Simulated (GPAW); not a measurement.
# BAs (F-43m) in GPAW: settings compared, part 2 of 2

GPAW 26.7.0. Earlier steps stand in the parts before.

## 4. Band structure, MS2, spin-orbit coupling, no magnetisation

File run.py:

```python
import numpy as np
import spglib
from ase import Atoms
from ase.dft.bandgap import bandgap
from ase.io import read, write
from ase.units import GPa
from gpaw import GPAW, PW
from gpaw.spinorbit import soc_eigenstates

atoms = read('BAs.cif')
cell, positions, numbers = spglib.find_primitive(
    (atoms.cell[:], atoms.get_scaled_positions(), atoms.numbers), symprec=1e-4)
atoms = Atoms(numbers, cell=cell, scaled_positions=positions, pbc=True)

calc = GPAW(mode=PW(800),
            xc='MGGA_X_MS2+GGA_C_REGTPSS',
            kpts={'size': (8, 8, 8), 'gamma': True},
            occupations={'name': 'fermi-dirac', 'width': 0.05},
            nbands=11,
            convergence={'density': 1e-05, 'energy': 1e-05},
            maxiter=150,
            txt='gpaw.txt')
atoms.calc = calc
energy = atoms.get_potential_energy()
forces = atoms.get_forces()
stress = atoms.get_stress()
calc.write('gs.gpw')
write('result.traj', atoms)
print(f'Energy: {energy:.6f} eV')
print('Forces (eV/A):')
print(forces.round(4))
print('Stress (GPa):', (stress / GPa).round(3))
print('Fermi level:', round(calc.get_fermi_level(), 4), 'eV')
print(f'Gap: {bandgap(calc)[0]:.4f} eV, direct: {bandgap(calc, direct=True)[0]:.4f} eV')

path = atoms.cell.bandpath('GXWKGLUWLK,UX', npoints=60, eps=1e-4)
bs_calc = calc.fixed_density(kpts=path, symmetry='off', nbands=19,
                             convergence={'bands': 'CBM+6.0', 'eigenstates': 1e-6}, txt='bands.txt')
bs = bs_calc.band_structure()
bs.write('bs.json')
print(f'Gap on the path: {bandgap(bs_calc)[0]:.4f} eV')

soc = soc_eigenstates(bs_calc, theta=90, phi=45, ignore_xc_potential=True)
np.savetxt('soc_bands.dat', soc.eigenvalues(), fmt='%.4f')
mesh = soc_eigenstates('gs.gpw', theta=90, phi=45, ignore_xc_potential=True)
np.savetxt('soc_mesh.dat', mesh.eigenvalues(), fmt='%.4f')
print('Fermi level with spin-orbit coupling:', round(mesh.fermi_level, 4), 'eV')
```

File BAs.cif:

```cif
data_BAs
_cell_length_a 4.77700000
_cell_length_b 4.77700000
_cell_length_c 4.77700000
_cell_angle_alpha 90.00000000
_cell_angle_beta 90.00000000
_cell_angle_gamma 90.00000000
_space_group_name_H-M_alt 'F-43m'
_space_group_name_Hall 'F -4 2 3'
_space_group_IT_number 216
loop_
_space_group_symop_operation_xyz
'x,y,z'
'y,-x,-z'
'-x,-y,z'
'-y,x,-z'
'x,-y,-z'
'y,x,z'
'-x,y,-z'
'-y,-x,z'
'z,x,y'
'-z,y,-x'
'z,-x,-y'
'-z,-y,x'
'-z,x,-y'
'z,y,x'
'-z,-x,y'
'z,-y,-x'
'y,z,x'
'-x,-z,y'
'-y,z,-x'
'x,-z,-y'
'-y,-z,x'
'x,z,y'
'y,-z,-x'
'-x,z,-y'
'x,y+1/2,z+1/2'
'y,-x+1/2,-z+1/2'
'-x,-y+1/2,z+1/2'
'-y,x+1/2,-z+1/2'
'x,-y+1/2,-z+1/2'
'y,x+1/2,z+1/2'
'-x,y+1/2,-z+1/2'
'-y,-x+1/2,z+1/2'
'z,x+1/2,y+1/2'
'-z,y+1/2,-x+1/2'
'z,-x+1/2,-y+1/2'
'-z,-y+1/2,x+1/2'
'-z,x+1/2,-y+1/2'
'z,y+1/2,x+1/2'
'-z,-x+1/2,y+1/2'
'z,-y+1/2,-x+1/2'
'y,z+1/2,x+1/2'
'-x,-z+1/2,y+1/2'
'-y,z+1/2,-x+1/2'
'x,-z+1/2,-y+1/2'
'-y,-z+1/2,x+1/2'
'x,z+1/2,y+1/2'
'y,-z+1/2,-x+1/2'
'-x,z+1/2,-y+1/2'
'x+1/2,y,z+1/2'
'y+1/2,-x,-z+1/2'
'-x+1/2,-y,z+1/2'
'-y+1/2,x,-z+1/2'
'x+1/2,-y,-z+1/2'
'y+1/2,x,z+1/2'
'-x+1/2,y,-z+1/2'
'-y+1/2,-x,z+1/2'
'z+1/2,x,y+1/2'
'-z+1/2,y,-x+1/2'
'z+1/2,-x,-y+1/2'
'-z+1/2,-y,x+1/2'
'-z+1/2,x,-y+1/2'
'z+1/2,y,x+1/2'
'-z+1/2,-x,y+1/2'
'z+1/2,-y,-x+1/2'
'y+1/2,z,x+1/2'
'-x+1/2,-z,y+1/2'
'-y+1/2,z,-x+1/2'
'x+1/2,-z,-y+1/2'
'-y+1/2,-z,x+1/2'
'x+1/2,z,y+1/2'
'y+1/2,-z,-x+1/2'
'-x+1/2,z,-y+1/2'
'x+1/2,y+1/2,z'
'y+1/2,-x+1/2,-z'
'-x+1/2,-y+1/2,z'
'-y+1/2,x+1/2,-z'
'x+1/2,-y+1/2,-z'
'y+1/2,x+1/2,z'
'-x+1/2,y+1/2,-z'
'-y+1/2,-x+1/2,z'
'z+1/2,x+1/2,y'
'-z+1/2,y+1/2,-x'
'z+1/2,-x+1/2,-y'
'-z+1/2,-y+1/2,x'
'-z+1/2,x+1/2,-y'
'z+1/2,y+1/2,x'
'-z+1/2,-x+1/2,y'
'z+1/2,-y+1/2,-x'
'y+1/2,z+1/2,x'
'-x+1/2,-z+1/2,y'
'-y+1/2,z+1/2,-x'
'x+1/2,-z+1/2,-y'
'-y+1/2,-z+1/2,x'
'x+1/2,z+1/2,y'
'y+1/2,-z+1/2,-x'
'-x+1/2,z+1/2,-y'
loop_
_atom_site_label
_atom_site_type_symbol
_atom_site_symmetry_multiplicity
_atom_site_Wyckoff_symbol
_atom_site_fract_x
_atom_site_fract_y
_atom_site_fract_z
_atom_site_occupancy
As1 As 4 c 0.2500000000 0.2500000000 0.2500000000 1
B1 B 4 a 0.0000000000 0.0000000000 0.0000000000 1
```

Potentials or basis: GPAW PAW data sets (gpaw-data 1.2.1), pw.

Started as:

```console
> OMP_NUM_THREADS=1 python run.py
```

gpaw.txt:

```text
__  _  _
 | _ |_)|_||  |
 |__||  | ||/\| - 26.7.0

Input parameters:
  mode=PW(ecut=800.0),
  convergence={'density': 1e-05, 'energy': 1e-05},
  kpts=MonkhorstPack(size=(8, 8, 8), gamma=True),
  maxiter=150,
  nbands=11,
  occupations=Occupations(name='fermi-dirac', width=0.05),
  xc=XC(name='MGGA_X_MS2+GGA_C_REGTPSS')

Diagonalizing LCAO Hamiltonian
Converting LCAO to pw mode

           As

       B

Atoms  # Å, Bohr magnetons
|   | symbol |        x |        y |        z |    initial magnetic moments |
|---|--------|----------|----------|----------|-----------------------------|
| 0 |     As | 1.194250 | 1.194250 | 1.194250 | ( 0.0000,  0.0000,  0.0000) |
| 1 |      B | 0.000000 | 0.000000 | 0.000000 | ( 0.0000,  0.0000,  0.0000) |

Unit cell  # Å
| periodic |        x |        y |        z |  lengths |    angles |
|----------|----------|----------|----------|----------|-----------|
|      yes | 0.000000 | 2.388500 | 2.388500 | 3.377849 | 60.000000 |
|      yes | 2.388500 | 0.000000 | 2.388500 | 3.377849 | 60.000000 |
|      yes | 2.388500 | 2.388500 | 0.000000 | 3.377849 | 60.000000 |

Number of symmetries: 24
Symmetry operations  # r_c * U_cc + t_c -> r_c
|    | kind |            matrix            |
|----|------|------------------------------|
|  0 |  E   |  1, 0, 0,  0, 1, 0,  0, 0, 1 |
|  1 |  σ   |  1, 0, 0,  0, 0, 1,  0, 1, 0 |
|  2 |  σ   |  1, 0,-1,  0, 1,-1,  0, 0,-1 |
|  3 |  C3  |  1, 0,-1,  0, 0,-1,  0, 1,-1 |
|  4 |  C3  |  1,-1, 0,  0,-1, 1,  0,-1, 0 |
|  5 |  σ   |  1,-1, 0,  0,-1, 0,  0,-1, 1 |
|  6 |  σ   |  0, 1, 0,  1, 0, 0,  0, 0, 1 |
|  7 |  C3  |  0, 1, 0,  0, 0, 1,  1, 0, 0 |
|  8 |  C2  |  0, 1,-1,  1, 0,-1,  0, 0,-1 |
|  9 |  S4  |  0, 1,-1,  0, 0,-1,  1, 0,-1 |
| 10 |  C3  |  0, 0, 1,  1, 0, 0,  0, 1, 0 |
| 11 |  σ   |  0, 0, 1,  0, 1, 0,  1, 0, 0 |
| 12 |  S4  |  0, 0,-1,  1, 0,-1,  0, 1,-1 |
| 13 |  C3  |  0, 0,-1,  0, 1,-1,  1, 0,-1 |
| 14 |  S4  |  0,-1, 1,  1,-1, 0,  0,-1, 0 |
| 15 |  C2  |  0,-1, 1,  0,-1, 0,  1,-1, 0 |
| 16 |  C3  |  0,-1, 0,  1,-1, 0,  0,-1, 1 |
| 17 |  S4  |  0,-1, 0,  0,-1, 1,  1,-1, 0 |
| 18 |  S4  | -1, 1, 0, -1, 0, 1, -1, 0, 0 |
| 19 |  C3  | -1, 1, 0, -1, 0, 0, -1, 0, 1 |
| 20 |  C3  | -1, 0, 1, -1, 1, 0, -1, 0, 0 |
| 21 |  S4  | -1, 0, 1, -1, 0, 0, -1, 1, 0 |
| 22 |  σ   | -1, 0, 0, -1, 1, 0, -1, 0, 1 |
| 23 |  C2  | -1, 0, 0, -1, 0, 1, -1, 1, 0 |

BZ-sampling:
  Number of BZ points: 512
  Number of IBZ points: 29

  Monkhorst-Pack size: [8, 8, 8]
  Monkhorst-Pack shift: [0.0625, 0.0625, 0.0625]

K-points  # in reciprocal-cell coordinates
|     |                                coordinates |     weight |
[... 73 lines left out ...]
      filter: 1.14  # [Å]
      core: 1.38  # [Å]
    projectors
    | kind |    occ | energy [eV] | rcut [Å] |
    |------|--------|-------------|----------|
    |   2s |  2.000 |      -9.443 |    0.635 |
    |   2p |  1.000 |      -3.606 |    0.635 |
    |    s |        |      17.768 |    0.635 |
    |    p |        |      23.605 |    0.635 |
    |    d |        |       0.000 |    0.635 |

    Using partial waves for B as LCAO basis

Reference energy: -62172.463167  # eV

eigensolver:
  PPCG
  Converge bands: occupied
  niter=2

density mixing:
  MSR1-Mixer
  Pratt-step length: 0.05
  Maximum mixing coefficient: 0.75
  Old densities: 10
  SVD Regularization: 0.005
  Good broyden scale: 1.0
  Trust region scale: 1.0
  Backstep threshold: 4.0
  History deletion threshold: 6.0
  Fourier metric: weight=20.0, sigma=0.015

occupation numbers:
  Fermi-Dirac:
    width: 0.0500  # eV

poisson solver:
  ecut: 6400.0  # eV

xc functional:
  name: MGGA_X_MS2+GGA_C_REGTPSS with 2 nearest neighbor stencil

convergence criteria:
[... 6 lines left out ...]
|iter     | |      energy | eigst |  dens |
|---------|-|-------------|-------|-------|
|iter:   1| |  -21.083954 | -0.57 |       |
|iter:   2| |  -13.622302 | -1.16 | -0.76 |
|iter:   3| |  -13.878662 | -0.85 | -0.77 |
|iter:   4| |  -13.540383 | -1.53 | -0.63 |
|iter:   5| |  -13.517707 | -2.17 | -1.16 |
|iter:   6| |  -13.520613 | -3.76 | -1.82 |
|iter:   7| |  -13.520659 | -4.81 | -2.57 |
|iter:   8| |  -13.520668c| -6.31 | -3.29 |
|iter:   9| |  -13.520669c| -7.26 | -3.81 |
|iter:  10| |  -13.520669c| -8.71c| -4.88 |
|iter:  11| |  -13.520669c| -8.22c| -5.48c|

Converged in 11 steps
Energy contributions relative to reference atoms: (reference = -62172.463167)

Energy contributions:
  Kinetic:          15.690194
  Coulomb:         -13.375470
  Zero:             -0.060016
  External:          0.000000
  Xc:              -15.775377
  Entropy:          -0.000000
  Spinorbit:         0.000000
  ----------------------------
  Free energy:     -13.520669
  Extrapolated:    -13.520669

dipole moment: (-11.426357, -11.426357, -11.426357)  # |e|*Ang

Fermi level: 8.457
Eigenvalues  # (at kpt = [0.000, 0.000, 0.000])
| band index |      eig [eV] | occ [0-2] |
|------------|---------------|-----------|
|          0 |        -7.897 |     2.000 |
|          1 |         7.690 |     2.000 |
|          2 |         7.690 |     2.000 |
|          3 |         7.690 |     2.000 |
|          4 |        11.607 |     0.000 |
|          5 |        11.607 |     0.000 |
|          6 |        11.607 |     0.000 |
|          7 |        13.300 |     0.000 |
|          8 |        17.446 |     0.000 |
|          9 |        21.411 |     0.000 |
|         10 |        21.781 |     0.000 |

Gap: 1.569 eV
Transition (v -> c):
  (s=0, k=0, n=3, [0.00, 0.00, 0.00]) -> (s=0, k=12, n=4, [0.38, 0.38, 0.00])
Direct/indirect transitions are different
Direct gap: 3.917 eV
Transition at: (s=0, k=0, n=3, [0.00, 0.00, 0.00])

Forces  # eV/Ang
|        x |        y |        z |
|----------|----------|----------|
|  0.00000 |  0.00000 |  0.00000 |  # As   0
| -0.00000 | -0.00000 | -0.00000 |  # B    1

Stress tensor  # eV/Ang^3
|         x |        y |         z |
|-----------|----------|-----------|
|  0.001266 | 0.000000 | -0.000000 |
|  0.000000 | 0.001266 |  0.000000 |
| -0.000000 | 0.000000 |  0.001266 |

# Writing to gs.gpw (mode='')
```

It took 47 s on 1 thread of Intel Xeon Platinum 8559C (Emerald Rapids), shared host; peak memory 0.29 GiB.

What came out:

```
Free energy             : -13.5207 eV
Pressure                : -0.2 GPa
Band gap on the k mesh  : 1.50 eV, indirect (least direct gap 3.71 eV)
Band gap along the path : 1.50 eV, indirect (least direct gap 3.71 eV)
```

Levels at the corners of the path, in eV from the valence-band top:
```csv
point,band 4,band 5,band 6,band 7,band 8,band 9,band 10,band 11,band 12,band 13
Γ,-0.22,0.00,0.00,0.00,0.00,3.71,3.71,3.92,3.92,3.92
X,-8.76,-4.16,-4.16,-4.02,-4.02,1.65,1.65,1.83,1.83,12.25
W,-8.28,-5.57,-5.43,-5.20,-5.18,5.53,5.54,6.78,6.78,7.02
K,-8.34,-6.01,-5.91,-3.49,-3.49,2.37,2.38,5.99,6.03,10.01
Γ,-0.22,0.00,0.00,0.00,0.00,3.71,3.71,3.92,3.92,3.92
L,-8.92,-1.92,-1.92,-1.77,-1.77,3.18,3.18,5.27,5.27,5.35
U,-8.34,-6.01,-5.91,-3.49,-3.49,2.37,2.38,5.99,6.03,10.01
W,-8.28,-5.57,-5.43,-5.20,-5.18,5.53,5.54,6.78,6.78,7.02
L,-8.92,-1.92,-1.92,-1.77,-1.77,3.18,3.18,5.27,5.27,5.35
K,-8.34,-6.01,-5.91,-3.49,-3.49,2.37,2.38,5.99,6.03,10.01
U,-8.34,-6.01,-5.91,-3.49,-3.49,2.37,2.38,5.99,6.03,10.01
X,-8.76,-4.16,-4.16,-4.02,-4.02,1.65,1.65,1.83,1.83,12.25
```

Caveat: spin-orbit coupling was added after a scalar SCF, so levels and gaps hold it while energy, forces, pressure and moments don't; this program's spin-orbit splittings come out too wide for heavy elements; the PAW data sets were made with another functional, which shifts forces and pressure a little.

## 5. How close it comes

Step 3. A measured bulk modulus of BAs is 148 GPa (quoted in “Basic Physical Properties of Cubic Boron Arsenide”, 2019, arxiv:1911.11281); the calculated 141 GPa misses it by -4.8 %. The fit is for a static lattice scaled at fixed shape and fixed fractional positions.
